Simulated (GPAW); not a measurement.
A run of GPAW 26.7.0 is set up as follows.

Contents of run.py:

```python
from ase.dft.bandgap import bandgap
from ase.io import write
from ase.spacegroup import crystal
from gpaw import GPAW, PW

# P 4c
# B 4a
atoms = crystal(['P', 'B'],
                basis=[[0.25, 0.25, 0.25],
                       [0.0, 0.0, 0.0]],
                spacegroup=216, setting=1,  # F-43m
                cellpar=[4.538, 4.538, 4.538, 90.0, 90.0, 90.0],
                primitive_cell=True)

calc = GPAW(mode=PW(800),
            xc={'name': 'vdW-DF2', 'backend': 'libvdwxc'},
            kpts={'size': (10, 10, 10), 'gamma': True},
            occupations={'name': 'fermi-dirac', 'width': 0.05},
            nbands=11,
            convergence={'density': 1e-05, 'energy': 1e-05},
            maxiter=150,
            txt='gpaw.txt')
atoms.calc = calc
energy = atoms.get_potential_energy()
forces = atoms.get_forces()
calc.write('gs.gpw')
write('result.traj', atoms)
print(f'Energy: {energy:.6f} eV')
print('Forces (eV/A):')
print(forces.round(4))
print('Fermi level:', round(calc.get_fermi_level(), 4), 'eV')
print(f'Gap: {bandgap(calc)[0]:.4f} eV, direct: {bandgap(calc, direct=True)[0]:.4f} eV')

path = atoms.cell.bandpath('GXWKGLUWLK,UX', npoints=100, eps=1e-4)
bs_calc = calc.fixed_density(kpts=path, symmetry='off', nbands=19,
                             convergence={'bands': 'CBM+6.0', 'eigenstates': 1e-6}, txt='bands.txt')
bs = bs_calc.band_structure()
bs.write('bs.json')
print(f'Gap on the path: {bandgap(bs_calc)[0]:.4f} eV')
```

Potentials or basis: GPAW PAW data sets (gpaw-data 1.2.1), pw.

The run is started by

```bash
$ OMP_NUM_THREADS=1 python run.py
```

(1) Estimate the band gap along the path.

(2) Predict the band gap on the k mesh.

Answers

(1) 1.65 eV, indirect (least direct gap 3.62 eV).

(2) 1.65 eV, indirect (least direct gap 3.62 eV).

Caveat: the PAW data sets were made with another functional, which shifts forces and pressure a little.
